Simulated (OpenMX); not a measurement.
## Cu2O (Cuprite) under changes of volume

One of the cells (12.885 Å³/atom); the others are scaled copies at fixed shape and fractional positions:

```
CELL_PARAMETERS angstrom
4.26000 0.00000 0.00000
0.00000 4.26000 0.00000
0.00000 0.00000 4.26000
ATOMIC_POSITIONS crystal
Cu 0.75000 0.25000 0.75000
Cu 0.75000 0.75000 0.25000
Cu 0.25000 0.75000 0.75000
Cu 0.25000 0.25000 0.25000
O 0.50000 0.50000 0.50000
O 0.00000 0.00000 0.00000
```

* Program: OpenMX 3.8.5
* Functional: PBE
* Potentials or basis: OpenMX 2013 PBE set, Cu6.0H-s2p2d1, O6.0-s2p2, fixed grid of 56 × 56 × 56 points
* k mesh: 7 × 7 × 7
* Occupations: fermi-dirac, width 0.05 eV
* Spin: no spin polarisation

| volume (Å³/atom) | energy over the lowest point (meV/atom) | gap on the mesh (eV) |
| --- | --- | --- |
| 12.112 | 56.21 | 0.94 |
| 12.369 | ? | ? |
| 12.627 | 19.66 | 0.81 |
| 12.885 | 9.01 | 0.75 |
| 13.142 | 2.31 | 0.70 |
| 13.400 | 0.00 | 0.65 |
| 13.658 | 0.91 | 0.60 |

Question: What does the run at 12.369 Å³/atom give?

Answer: Energy over the lowest point 34.91 meV/atom; gap on the mesh 0.87 eV.

Worked out: A Birch-Murnaghan fit of order 3 (a polynomial in V^(-2/3)) to the other rows has its minimum at 13.45 Å³/atom with B0 = V·E''(V) = 113 GPa and B' = 4.3. It gives 35.33 meV/atom at 12.369 Å³/atom, against the run's 34.91. A straight line through the other rows of the gap, of slope -2.81 eV per unit of ln V (its deformation potential), gives 0.87 eV, against the run's 0.87.

Energies are extrapolated to zero smearing.

Caveats: the transition metal has a single d function, too few for pressures, volumes and moments; an odd mesh through Γ misses points on the zone boundary, where band edges often lie; the basis of atomic orbitals isn't converged, which shifts pressures, moduli and gaps.
